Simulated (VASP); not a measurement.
Hf, 1 atom in the cell. The structure is cubic, space group Im-3m (No. 229). The conventional cell has a = 3.098 Å, b = 3.098 Å, c = 3.098 Å, α = 90.00°, β = 90.00°, γ = 90.00°. Hf (site symmetry m-3m) is surrounded by 8 Hf at 2.68 Å. This isn't the form of Hf at room conditions, which is hcp.

| Property | Result |
| --- | --- |
| Program | VASP 6.6.1 |
| Task | relaxation of cell and atoms |
| Functional | r2SCAN |
| Potentials or basis | VASP PAW PBE potentials, release 64 (Hf_pv) |
| Cutoff | 520 eV |
| k mesh | 16 × 16 × 16 |
| Occupations | gaussian, width 0.1 eV |
| Spin | no spin polarisation |
| Target pressure | 100 GPa |
| Further INCAR settings | ALGO = Normal; EDIFF = 1e-07; IBRION = 2; EDIFFG = -0.002; NSW = 80; ISIF = 3 |
| Target pressure | 100 GPa |

Potentials or basis: VASP PAW PBE potentials, release 64 (Hf_pv).

Command:

```sh
$ cat potpaw_PBE.64/Hf_pv/POTCAR > POTCAR
$ mpirun -np 1 vasp_std > vasp.out
```

Hardware: 1 thread of Intel(R) Xeon(R) Platinum 8488C (Sapphire Rapids), with other jobs on the host.

Question: Estimate the wall time of this run.

Answer: It took 3.4 min on 1 thread of Intel(R) Xeon(R) Platinum 8488C (Sapphire Rapids), with other jobs on the host, peak memory 0.16 GiB. Counts: scf iterations 74, k points 145, ion steps 5.
